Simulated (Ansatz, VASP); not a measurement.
AgCl: VASP beside Ansatz

```
Ag Cl
1.0
     0.00000    2.77755    2.77755
     2.77755    0.00000    2.77755
     2.77755    2.77755    0.00000
Ag Cl
1 1
Direct
  0.00000 0.00000 0.00000
  0.50000 0.50000 0.50000
```

Alike in both runs: task single point; functional PBE; k mesh 8 × 8 × 8; occupations gaussian, width 0.02 eV; no spin polarisation.

|  | VASP | Ansatz |
| --- | --- | --- |
| version | VASP 6.6.1 | Ansatz 0.2.0 |
| potentials or method | VASP PAW PBE potentials, release 64 (Ag, Cl) | scalar-relativistic, plane waves, PAW |
| plane-wave cutoff (eV) | 520 | 420 |
| valence electrons in the cell | 18 | 26 |

Ansatz gave:

| Item | Value |
| --- | --- |
| gap on the k mesh at the Fermi level (eV) | 0.91 |
| least direct gap on the mesh (eV) | 3.17 |
| pressure (GPa) | 1.4 |

**Question.** What did VASP give for the same quantities?

**Answer.** gap on the k mesh at the Fermi level (eV): 0.91; least direct gap on the mesh (eV): 3.17; pressure (GPa): 1.2.

The two sets of potentials don't hold the same shells in valence.

A k mesh can miss the band edges. Expect the measured gap to be larger: semilocal functionals such as PBE lack the derivative discontinuity.
